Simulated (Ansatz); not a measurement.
# TiC: the cost of one run

Program: Ansatz 0.2.0. Level of theory: DFT PBE, scalar-relativistic, plane waves, PAW. These are calculated values, not measurements.

### 1 The structure to begin with

It takes space group P-6m2 (No. 187, hexagonal). The conventional cell has a = 2.985 Å, b = 2.985 Å, c = 2.875 Å, α = 90.00°, β = 90.00°, γ = 120.00°. Around Ti (site symmetry -6m2) lie 6 C at 2.24 Å. Around C (site symmetry -6m2) lie 6 Ti at 2.24 Å.

Structure file:

```
CELL_PARAMETERS angstrom
2.98459 0.00000 0.00000
-1.49230 2.58473 0.00000
0.00000 0.00000 2.87508
ATOMIC_POSITIONS crystal
Ti 0.00000 0.00000 0.00000
C 0.66667 0.33333 0.50000
```

Recipe of the guess: close-packed metal layers stacked A|A, with sites between them filled layer by layer (P-6m2, No. 187). Its size is a rough estimate.

### 2 Probe: one point on a coarse mesh

Input file input.yaml:

```yaml
crystal:
  lattice:
    - [2.98459475, 0.0, 0.0]
    - [-1.49229737, 2.58473487, 0.0]
    - [0.0, 0.0, 2.87507887]
  atoms:
    - { symbol: Ti, position: [0.0, 0.0, 0.0] }
    - { symbol: C, position: [0.66666667, 0.33333333, 0.5] }
basis:
  ecutwfc: 420
kpoints:
  mp_grid: { grid: [6, 6, 6] }
hamiltonian:
  xc: pbe
scf:
  occupations: { method: gaussian, width: 0.1 }
  lower_state_search: "off"
output:
  forces: true
  stress: true
  eigenvalues: true
```

On the command line:

```bash
$ ansatz run input.yaml --threads 1 --pin off --max-ram 2048MiB --backend cpu --events-out ev --progress --plain --runs-dir out
```

Q: Estimate wall time and peak memory on 1 thread of Arm Neoverse V1, shared host.

About 1 s, with a peak of 0.26 GiB.
